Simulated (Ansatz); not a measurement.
# CdTe (F-43m): the equilibrium volume

Aim: the volume at which the pressure of CdTe (F-43m) vanishes.

Computed with Ansatz 0.2.0 (DFT PBEsol, scalar-relativistic, plane waves, PAW, unless a step's input says otherwise).

5 further runs of the same task are left out: 1 that didn't finish, 4 set aside as unsound or not needed. Runs told in other sessions of the task aren't counted.

## (1) The system as given

It takes space group F-43m (No. 216, cubic). The conventional cell has a = 6.564 Å, b = 6.564 Å, c = 6.564 Å, α = 90.00°, β = 90.00°, γ = 90.00°. Around Cd (site symmetry -43m) lie 4 Te at 2.84 Å. Around Te (site symmetry -43m) lie 4 Cd at 2.84 Å.

As a file:

```cif
data_structure
_symmetry_space_group_name_H-M 'P 1'
_symmetry_Int_Tables_number 1
_cell_length_a 4.6416
_cell_length_b 4.6416
_cell_length_c 4.6416
_cell_angle_alpha 60.000
_cell_angle_beta 60.000
_cell_angle_gamma 60.000
_cell_volume 70.71
loop_
_atom_site_label
_atom_site_type_symbol
_atom_site_fract_x
_atom_site_fract_y
_atom_site_fract_z
_atom_site_occupancy
Cd1 Cd 0.00000 0.00000 0.00000 1
Te1 Te 0.25000 0.25000 0.25000 1
```

## (2) At the starting volume (PBEsol, 6×6×6 mesh)

Input file input.yaml:

```yaml
crystal:
  lattice:
    - [0.0, 3.2821135562, 3.2821135562]
    - [3.2821135562, 0.0, 3.2821135562]
    - [3.2821135562, 3.2821135562, 0.0]
  atoms:
    - { symbol: Cd, position: [0.0, 0.0, 0.0] }
    - { symbol: Te, position: [0.25, 0.25, 0.25] }
basis:
  ecutwfc: 420
kpoints:
  mp_grid: { grid: [6, 6, 6] }
hamiltonian:
  xc: pbesol
scf:
  occupations: { method: gaussian, width: 0.1 }
output:
  forces: true
  stress: true
  eigenvalues: true
```

Run with:

```bash
$ ansatz run input.yaml --threads 8 --pin off --max-ram 16384MiB --backend cpu --events-out ev --progress --plain --runs-dir out
```

What it wrote (excerpt; [...] marks lines left out):

```text
Warning: RAYON_NUM_THREADS=8 ignored (pool sized by the plan → 8); use --threads N
[...]
Pseudopotentials: kind: paw
Pseudopotential: Cd, paw, valence charge 20, recommended cutoff 420 eV (normal), Cd.paw.azcp
Pseudopotential: Te, paw, valence charge 16, recommended cutoff 420 eV (normal), Te.paw.azcp
Functional definition: PBEsol
[...]
Crystal: 2 atoms, lattice volume = 70.712 Å³
Basis set: ecut = 420 eV, 1411 PW (Γ), exchange–correlation on 64×64×64 points (8 copies of the dense FFT grid, shifted against one another)
Bands: 22, of which v1, the nominal top of the filled ones, is band 18 counted from 1 (17 counted from 0)
Symmetry: 24 space group operations
Space group: F-43m (ITA 216), of the structure as read, at distance tolerance 4.1e-5 Å
k-points: 16 of 216 (time reversal used)
[...]
SCF iter   1: F=—  HF=-15086.331279 eV  |F-HF|=—  |Δ(HF+E_count)|=         —  Δρ=3.76e-3  dr2=1.31e-2  ethr=1.77e-3  ⟨swp⟩=5.7  Hψ=1613  notcnv=0
[...]
SCF iter   6: F=-15086.327418 eV  HF=-15086.327419 eV  |F-HF|=1.45e-7  |Δ(HF+E_count)|=   3.51e-7  Δρ=1.51e-5  dr2=9.67e-8  ethr=2.78e-10  ⟨swp⟩=6.9  Hψ=1725  notcnv=0
[...]
SCF converged after 6 iterations
Free energy (F): -15086.327418 eV
[...]
E sigma→0 (E₀):  -15086.327418 eV
Entropy (-TS):   -0.000001 eV (-0.000 meV/atom)
Fermi energy:    7.077620 eV
[...]
--- Forces (eV/Å), atoms counted from 1 ---
  atom   1  Cd     0.00000000    -0.00000000    -0.00000000
  atom   2  Te    -0.00000000     0.00000000    -0.00000000
[...]
--- Stress (GPa, compression-positive) ---
       -1.298261      -0.000000      -0.000000
       -0.000000      -1.298261       0.000000
       -0.000000       0.000000      -1.298261
  P = ⅓ Tr σ = -1.2983 GPa (-12.983 kbar)
--- Band table (eV; the first three rows and the last of 16) ---
  k-point 0: bands = ["-95.1058", "-56.1983", "-56.1983", "-56.1983", "-29.1052", "-29.1052", "-29.1052", "-29.0982", "-29.0982", "-4.2075", "-1.3315", "-1.3315", "-1.3315", "-1.0941", "-1.0941", "6.7947", "6.7947", "6.7947", "7.3416", "11.3822", "11.3822", "11.3822"]
[...]
```

It took 0.49 s on 8 threads of Arm Neoverse V2, shared host; peak memory 0.4 GiB.

In short: volume 35.356 Å³/atom, pressure -1.30 GPa, mesh gap 0.55 eV.

## (3) Relaxing cell and atoms

Edit input.yaml of step 2 so:

```diff
@@ -11,3 +11,3 @@
 kpoints:
-  mp_grid: { grid: [6, 6, 6] }
+  mp_grid: { grid: [8, 8, 8] }
 hamiltonian:
@@ -15,3 +15,3 @@
 scf:
-  occupations: { method: gaussian, width: 0.1 }
+  occupations: { method: gaussian, width: 0.02 }
 output:
@@ -20 +20,10 @@
   eigenvalues: true
+  write_density: true
+  write_potential: true
+  elf: true
+  volumetric_format: npy
+relax:
+  adjacent_minimum: "off"
+  f_tol: 0.005
+  max_steps: 80
+  cell: { stress_tol: 0.05 }
```

Run with:

```bash
$ ansatz run input.yaml --threads 8 --pin off --max-ram 16384MiB --backend cpu --events-out ev --progress --plain --runs-dir out
```

What it wrote:

```text
Warning: RAYON_NUM_THREADS=8 ignored (pool sized by the plan → 8); use --threads N
Engine: ansatz 0.2.0, aarch64-unknown-linux-gnu
Pseudopotentials: kind: paw
Pseudopotential: Cd, paw, valence charge 20, recommended cutoff 420 eV (normal), Cd.paw.azcp
Pseudopotential: Te, paw, valence charge 16, recommended cutoff 420 eV (normal), Te.paw.azcp
Functional definition: PBEsol
  exchange = pbesol_x
  correlation = pbesol_c
Crystal: 2 atoms, lattice volume = 70.712 Å³
Basis set: ecut = 420 eV, 1411 PW (Γ), exchange–correlation on 64×64×64 points (8 copies of the dense FFT grid, shifted against one another)
Bands: 22, of which v1, the nominal top of the filled ones, is band 18 counted from 1 (17 counted from 0)
Symmetry: 24 space group operations
Space group: F-43m (ITA 216), of the structure as read, at distance tolerance 4.1e-5 Å
k-points: 29 of 512 (time reversal used)
Non-local potential: Cd, projectors of the file, l = 0: 3, l = 1: 2, l = 2: 2, l = 3: 1
Non-local potential: Te, projectors of the file, l = 0: 2, l = 1: 2, l = 2: 2, l = 3: 2
PAW form: soft (Blöchl's): semilocal exchange-correlation on the pseudo side does not see the compensation charge
PAW frozen core: Cd, regenerated for the run's functional, and the local potential with it (the file was generated under x = pbe(κ = 0.804, μ = 0.2195149727645171), c = pbe(β = 0.06672455060314922))
PAW frozen core: Te, regenerated for the run's functional, and the local potential with it (the file was generated under x = pbe(κ = 0.804, μ = 0.2195149727645171), c = pbe(β = 0.06672455060314922))
PAW one-centre angular grid: Cd, 590 points (default); XC on 64 Gauss nodes
PAW one-centre angular grid: Te, 590 points (default); XC on 64 Gauss nodes
Initial density: superposition of atomic densities (neutral atoms: chi_scale 0, normalization atom), corrected by the library's trained network
Initial wavefunctions: pseudopotential atomic-orbital guess
Functional: x = pbesol(κ = 0.804, μ = 0.12345679012345678), c = pbesol(β = 0.046)
SCF iter   1: F=—  HF=-15086.337123 eV  |F-HF|=—  |Δ(HF+E_count)|=         —  Δρ=3.85e-3  dr2=1.41e-2  ethr=1.77e-3  ⟨swp⟩=6.2  Hψ=3041  notcnv=0
preconditioner: auto → none  [insulator: Δε(μ)=0.517 eV  Ē_g=11.138 eV  σ=0.020 eV  W_gap=1.00  n_scr=14 (ndim 8)  ℏωp=18.7 eV  f_vac=0.200  D(μ)=0.00/eV (n_scr^D=0)  ε∞_Penn≈3.8]
SCF iter   2: F=—  HF=-15086.332740 eV  |F-HF|=—  |Δ(HF+E_count)|=   4.38e-3  Δρ=8.75e-4  dr2=2.89e-4  ethr=3.92e-5  ⟨swp⟩=3.0  Hψ=1360  notcnv=0
SCF iter   3: F=—  HF=-15086.332965 eV  |F-HF|=—  |Δ(HF+E_count)|=   2.26e-4  Δρ=4.17e-4  dr2=7.47e-5  ethr=8.02e-7  ⟨swp⟩=2.0  Hψ=798  notcnv=0
SCF iter   4: F=—  HF=-15086.333018 eV  |F-HF|=—  |Δ(HF+E_count)|=   5.23e-5  Δρ=9.73e-5  dr2=8.10e-6  ethr=2.08e-7  ⟨swp⟩=2.2  Hψ=997  notcnv=0
SCF iter   5: F=—  HF=-15086.333015 eV  |F-HF|=—  |Δ(HF+E_count)|=   2.88e-6  Δρ=2.78e-5  dr2=2.78e-7  ethr=2.25e-8  ⟨swp⟩=2.3  Hψ=961  notcnv=0
SCF iter   6: F=—  HF=-15086.333015 eV  |F-HF|=—  |Δ(HF+E_count)|=   3.94e-7  Δρ=2.22e-5  dr2=2.13e-7  ethr=2.78e-10  ⟨swp⟩=10.8  Hψ=4787  notcnv=0
SCF iter   7: F=-15086.333015 eV  HF=-15086.333015 eV  |F-HF|=3.33e-8  |Δ(HF+E_count)|=   1.67e-7  Δρ=7.38e-6  dr2=2.23e-8  ethr=2.78e-10  ⟨swp⟩=6.5  Hψ=4137  notcnv=0
SCF 1 converged in 7 iterations: F = -15086.333015 eV  dr2 = 2.23e-8
relax step   1: F+E_penalty+E_count = -15086.33301484 eV  Δ(F+E_penalty+E_count) = +0.000e0 eV  max|allowed force component| = 9.252e-17 eV/Å  Δτ_max = 0.0000 Å  P = -1.313 GPa  Ω = 70.712 Å³  (7 SCF iters, dr2 threshold 1.00e-7 eV, accepted)
Crystal: 2 atoms, lattice volume = 67.425 Å³
Basis set: ecut = 420 eV, 1363 PW (Γ), exchange–correlation on 64×64×64 points (8 copies of the dense FFT grid, shifted against one another)
Initial density: handed on by an earlier stage of this run
Initial wavefunctions: those handed on with the density
iter 1 solved again at ethr=1.31e-6 eV; its pass at ethr=3.10e-3 eV (dr2=4.72e-4 eV) is discarded
SCF iter   1: F=—  HF=-15086.342272 eV  |F-HF|=—  |Δ(HF+E_count)|=         —  Δρ=9.84e-4  dr2=5.81e-4  ethr=1.31e-6  ⟨swp⟩=2.2  Hψ=4067  notcnv=0
preconditioner: auto → none  [insulator: Δε(μ)=0.681 eV  Ē_g=11.358 eV  σ=0.020 eV  W_gap=1.00  n_scr=14 (ndim 8)  ℏωp=19.2 eV  f_vac=0.174  D(μ)=0.00/eV (n_scr^D=0)  ε∞_Penn≈3.9]
SCF iter   2: F=—  HF=-15086.342203 eV  |F-HF|=—  |Δ(HF+E_count)|=   6.83e-5  Δρ=3.55e-4  dr2=9.43e-5  ethr=1.31e-6  ⟨swp⟩=2.4  Hψ=951  notcnv=0
SCF iter   3: F=—  HF=-15086.342219 eV  |F-HF|=—  |Δ(HF+E_count)|=   1.53e-5  Δρ=1.54e-4  dr2=1.22e-5  ethr=2.62e-7  ⟨swp⟩=2.0  Hψ=899  notcnv=0
SCF iter   4: F=—  HF=-15086.342217 eV  |F-HF|=—  |Δ(HF+E_count)|=   1.89e-6  Δρ=3.60e-5  dr2=7.33e-7  ethr=3.39e-8  ⟨swp⟩=2.0  Hψ=1135  notcnv=0
SCF iter   5: F=-15086.342217 eV  HF=-15086.342217 eV  |F-HF|=4.97e-8  |Δ(HF+E_count)|=   3.17e-8  Δρ=1.01e-5  dr2=5.31e-8  ethr=5.56e-10  ⟨swp⟩=10.5  Hψ=4641  notcnv=0
SCF 2 converged in 5 iterations: F = -15086.342217 eV  dr2 = 5.31e-8
relax step   2: F+E_penalty+E_count = -15086.34221683 eV  Δ(F+E_penalty+E_count) = -9.202e-3 eV  max|allowed force component| = 1.301e-17 eV/Å  Δτ_max = 0.0000 Å  P = +0.559 GPa  Ω = 67.425 Å³  energy of the carried Pulay correction = +5.709e-4 eV  (5 SCF iters, dr2 threshold 2.00e-7 eV, accepted)
Crystal: 2 atoms, lattice volume = 68.374 Å³
iter 1 solved again at ethr=1.47e-7 eV; its pass at ethr=3.10e-3 eV (dr2=5.28e-5 eV) is discarded
SCF iter   1: F=—  HF=-15086.343580 eV  |F-HF|=—  |Δ(HF+E_count)|=         —  Δρ=3.01e-4  dr2=5.51e-5  ethr=1.47e-7  ⟨swp⟩=3.0  Hψ=3843  notcnv=0
preconditioner: auto → none  [insulator: Δε(μ)=0.648 eV  Ē_g=11.305 eV  σ=0.020 eV  W_gap=1.00  n_scr=14 (ndim 8)  ℏωp=19.1 eV  f_vac=0.183  D(μ)=0.00/eV (n_scr^D=0)  ε∞_Penn≈3.8]
SCF iter   2: F=—  HF=-15086.343572 eV  |F-HF|=—  |Δ(HF+E_count)|=   7.84e-6  Δρ=1.05e-4  dr2=8.70e-6  ethr=1.47e-7  ⟨swp⟩=2.2  Hψ=878  notcnv=0
SCF iter   3: F=—  HF=-15086.343573 eV  |F-HF|=—  |Δ(HF+E_count)|=   1.02e-6  Δρ=4.91e-5  dr2=1.37e-6  ethr=2.42e-8  ⟨swp⟩=2.0  Hψ=899  notcnv=0
SCF iter   4: F=-15086.343573 eV  HF=-15086.343573 eV  |F-HF|=3.92e-8  |Δ(HF+E_count)|=   2.09e-7  Δρ=1.14e-5  dr2=7.97e-8  ethr=5.56e-10  ⟨swp⟩=7.1  Hψ=4524  notcnv=0
SCF 3 converged in 4 iterations: F = -15086.343573 eV  dr2 = 7.97e-8
relax step   3: F+E_penalty+E_count = -15086.34357303 eV  Δ(F+E_penalty+E_count) = -1.356e-3 eV  max|allowed force component| = 3.498e-17 eV/Å  Δτ_max = 0.0000 Å  P = -0.037 GPa  Ω = 68.374 Å³  energy of the carried Pulay correction = +4.031e-4 eV  (4 SCF iters, dr2 threshold 2.00e-7 eV, accepted)
Initial wavefunctions: pseudopotential atomic-orbital guess (no wavefunctions were taken with the density)
iter 1 solved again at ethr=1.05e-7 eV; its pass at ethr=3.10e-3 eV (dr2=3.79e-5 eV) is discarded
SCF iter   1: F=—  HF=-15086.343122 eV  |F-HF|=—  |Δ(HF+E_count)|=         —  Δρ=5.17e-5  dr2=3.25e-7  ethr=1.05e-7  ⟨swp⟩=3.9  Hψ=4754  notcnv=0
preconditioner: auto → none  [insulator: Δε(μ)=0.646 eV  Ē_g=11.303 eV  σ=0.020 eV  W_gap=1.00  n_scr=14 (ndim 8)  ℏωp=19.1 eV  f_vac=0.182  D(μ)=0.00/eV (n_scr^D=0)  ε∞_Penn≈3.8]
SCF iter   2: F=—  HF=-15086.343142 eV  |F-HF|=—  |Δ(HF+E_count)|=   2.09e-5  Δρ=2.41e-5  dr2=7.41e-8  ethr=9.02e-10  ⟨swp⟩=2.0  Hψ=1134  notcnv=0
SCF iter   3: F=—  HF=-15086.343143 eV  |F-HF|=—  |Δ(HF+E_count)|=   7.64e-8  Δρ=5.16e-6  dr2=6.16e-9  ethr=2.06e-10  ⟨swp⟩=2.0  Hψ=899  notcnv=0
SCF iter   4: F=—  HF=-15086.343143 eV  |F-HF|=—  |Δ(HF+E_count)|=   2.43e-9  Δρ=9.67e-7  dr2=2.01e-10  ethr=1.71e-11  ⟨swp⟩=2.0  Hψ=1131  notcnv=0
SCF iter   5: F=—  HF=-15086.343143 eV  |F-HF|=—  |Δ(HF+E_count)|=  3.26e-10  Δρ=3.78e-7  dr2=1.14e-10  ethr=1.00e-12  ⟨swp⟩=7.6  Hψ=3282  notcnv=0
SCF iter   6: F=-15086.343143 eV  HF=-15086.343143 eV  |F-HF|=1.82e-12  |Δ(HF+E_count)|=  3.46e-11  Δρ=4.63e-8  dr2=1.61e-12  ethr=1.00e-12  ⟨swp⟩=5.6  Hψ=3070  notcnv=0
SCF 4 converged in 6 iterations: F = -15086.343143 eV  dr2 = 1.61e-12
relax step   4: F+E_penalty+E_count = -15086.34314253 eV  Δ(F+E_penalty+E_count) = +4.305e-4 eV  max|allowed force component| = 2.515e-17 eV/Å  Δτ_max = 0.0000 Å  P = -0.035 GPa  Ω = 68.374 Å³  stress off target by 3.52e-2 GPa  SCF on the basis re-selected at this cell (its energy is not comparable with the rows above)  (6 SCF iters)
basis re-selected at this cell: Δ(F+E_penalty+E_count) = +4.305e-4 eV, ΔP = +0.002 GPa vs the last step (what re-selecting the basis moved, of the pressure what is left beyond the Pulay correction that the steps carried, after the strain that the cell walked since its last selection, with what the two solves' SCF thresholds leave and, on support functions, any second-order correction that the steps lacked; it is no measure of the basis error at this ecutwfc). This SCF's stress stands 3.52e-2 GPa from its target on what of the cell is left free (relax.cell.stress_tol is 5.00e-2 GPa) and its largest allowed force component is 2.52e-17 eV/Å (relax.f_tol is 5.00e-3 eV/Å): within both
SCF converged after 6 iterations
Free energy (F): -15086.343143 eV
Harris-Foulkes:  -15086.343143 eV  (|F-HF|=1.82e-12)
Internal energy: -15086.343143 eV  (E = F + TS)
E sigma→0 (E₀):  -15086.343143 eV
Fermi energy:    7.578045 eV
--- Per-component energies (eV) ---
  E_band       = -795.502264
  E_kinetic    = 685.712495
  E_local      = -5432.864879  (includes V_loc(G=0)·N_el)
  E_nonlocal   = -271.207254
  E_hartree    = 2734.132014
  E_xc         = -298.576375
  E_vxc        = -324.904683  (∫ρ·V_xc dr)
  E_paw        = -8598.914604  (= ΣΔE_a)
  E_vpaw       = -920.501849  (= ΣTr[D̂ρ^β])
  E_aug_tail   = -0.000164  (compensation charges beyond the density's cutoff)
  E_ewald      = -3905.341152
  E_core_change = 0.716775  (= ΣΔE_core)
  E_smearing   = -0.000000  (= −TS)
  E_closure    = 0.000000  (closes the sum)
  Σ components = -15086.343143   (vs F -15086.343143, Δ=0.00e0)
--- Forces (eV/Å), atoms counted from 1 ---
  atom   1  Cd     0.00000000    -0.00000000    -0.00000000
  atom   2  Te    -0.00000000     0.00000000     0.00000000
  max |Σ_I F_I| component: 3.30e-17 eV/Å
--- Stress (GPa, compression-positive) ---
       -0.035192      -0.000000      -0.000000
       -0.000000      -0.035192       0.000000
       -0.000000       0.000000      -0.035192
  P = ⅓ Tr σ = -0.0352 GPa (-0.352 kbar)
--- Band table (eV; the first three rows and the last of 29) ---
  k-point 0: bands = ["-94.7180", "-55.8108", "-55.8108", "-55.8108", "-28.7186", "-28.7186", "-28.7186", "-28.7104", "-28.7104", "-3.9336", "-0.9763", "-0.9763", "-0.9763", "-0.7145", "-0.7145", "7.2546", "7.2546", "7.2546", "7.9008", "11.8253", "11.8253", "11.8253"]
  k-point 1: bands = ["-94.7180", "-55.8108", "-55.8108", "-55.8108", "-28.7186", "-28.7185", "-28.7185", "-28.7104", "-28.7104", "-3.8748", "-0.9652", "-0.9652", "-0.9319", "-0.7155", "-0.7155", "6.0035", "7.1173", "7.1173", "8.8117", "11.7795", "12.0368", "12.0368"]
  k-point 2: bands = ["-94.7180", "-55.8108", "-55.8108", "-55.8108", "-28.7186", "-28.7184", "-28.7184", "-28.7103", "-28.7103", "-3.7320", "-0.9404", "-0.9404", "-0.7821", "-0.7150", "-0.7150", "4.5087", "6.8265", "6.8265", "9.1585", "12.3743", "12.3743", "12.5159"]
  k-point 28: bands = ["-94.7180", "-55.8108", "-55.8108", "-55.8108", "-28.7186", "-28.7185", "-28.7180", "-28.7103", "-28.7101", "-3.4103", "-0.8526", "-0.8484", "-0.7441", "-0.7149", "-0.1585", "3.0607", "4.9273", "5.0507", "11.4608", "11.8495", "12.7359", "13.4749"]
--- Relaxed structure (3 steps of the walk, 3 accepted, 1 SCFs on fresh bases) ---
  F+E_penalty+E_count = -15086.34314253 eV   max|allowed force component| = 2.515e-17 eV/Å   (the final SCF, on the basis selected at the relaxed cell)
  cell:  # Å, volume = 68.3743 Å³
    - [1.757903351348978e-33, 3.245544549757217, 3.2455445497572173]
    - [3.245544549757217, 7.923303511152643e-33, 3.2455445497572173]
    - [3.245544549757217, 3.245544549757217, 1.1158864752041342e-32]
  atoms:
    - { symbol: Cd, position: [-1.4156444959246487e-33, 9.70657797723809e-34, 1.4547642056565907e-33] }
    - { symbol: Te, position: [0.25, 0.25, 0.25] }
```

It took 3.1 s on 8 threads of Arm Neoverse V2, shared host; peak memory 0.48 GiB.

Relaxation path:

```csv
step,energy from step 1 (meV/atom),largest force component (eV/Å),pressure (GPa),volume (Å³/atom)
1,0.0,0.000,-1.31,35.356
2,-4.6,0.000,0.56,33.712
3,-5.3,0.000,-0.04,34.187
4,-5.1,0.000,-0.04,34.187
```

Step 1 is the start. Step 4 repeats the geometry before it on a plane-wave basis chosen anew for the final cell, which shifts the energy by +0.2 meV/atom. The run keeps the 24 symmetry operations that it found, so it can't reach a distortion that breaks them.

This gives: volume 34.187 Å³/atom, pressure -0.04 GPa, gap on the mesh 0.65 eV.

## (4) The cell, before and after

The cell before and after:

| cell as typed | before | after | change |
| --- | --- | --- | --- |
| a (Å) | 4.642 | 4.590 | -1.1 % |
| b (Å) | 4.642 | 4.590 | -1.1 % |
| c (Å) | 4.642 | 4.590 | -1.1 % |
| volume (Å³/atom) | 35.356 | 34.187 | -3.3 % |
| shortest distance (Å) | 2.842 | 2.811 | -1.1 % |
| space group | F-43m | F-43m | same |

## (5) What came out

| quantity | value |
| --- | --- |
| volume | 34.187 Å³/atom |
| pressure | -0.04 GPa |
| conventional cell | a = 6.491 Å, b = 6.491 Å, c = 6.491 Å, α = 90.00°, β = 90.00°, γ = 90.00° |
| gap on the mesh | 0.65 eV |

What this shows: From the first run shown, the volume went from 35.36 to 34.19 Å³/atom (-3.3 %) in 2 runs, where the pressure is zero within 0.04 GPa.

The gaps are Kohn-Sham values of a semilocal functional, not quasiparticle or optical gaps. Such gaps usually fall short of the measured ones; spin-orbit coupling, left out here, narrows gaps with Te, so the two errors partly cancel. Spin-orbit coupling is left out, though the cell holds Te; it can move the gap.
